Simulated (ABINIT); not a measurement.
Runs of ABINIT 10.8.3 (patched build) on Ir. The structure is hexagonal, space group P6_3/mmc (No. 194). Conventional cell: a = 2.751 Å, b = 2.751 Å, c = 4.462 Å, α = 90.00°, β = 90.00°, γ = 120.00°. Around Ir (site symmetry -6m2) lie 12 Ir at 2.74 to 2.75 Å. This isn't the form of Ir at room conditions, which is fcc.

```csv
level,dispersion computed by,gap on the mesh (eV),pressure (GPa),relaxed volume (Å³/atom)
PBE+D3(BJ),simple-dftd3 1.7.0,none,0.2,(a)
PBE+D4,dftd4 4.3.1,none,0.2,14.19
PBE+D3,simple-dftd3 1.7.0,none,0.2,14.17
PBE,-,none,0.0,14.56
```

Alike in all rows: task relaxation of cell and atoms; potentials or basis JTH PAW PBE v2.0; no spin polarisation; cell relaxed; k mesh 11 × 11 × 6; cutoff (eV) 435; smearing fermi-dirac 0.05 eV.

**Question.** Fill in the values left out.

**Answer.** (a) 14.23.

Caveats: pairwise dispersion overbinds metals, which lowers pressure and volume (some runs).

A k mesh can miss the band edges, and the runs leave out spin-orbit coupling on Ir.

A gap of «none» marks a metal or a gap under the smearing width.
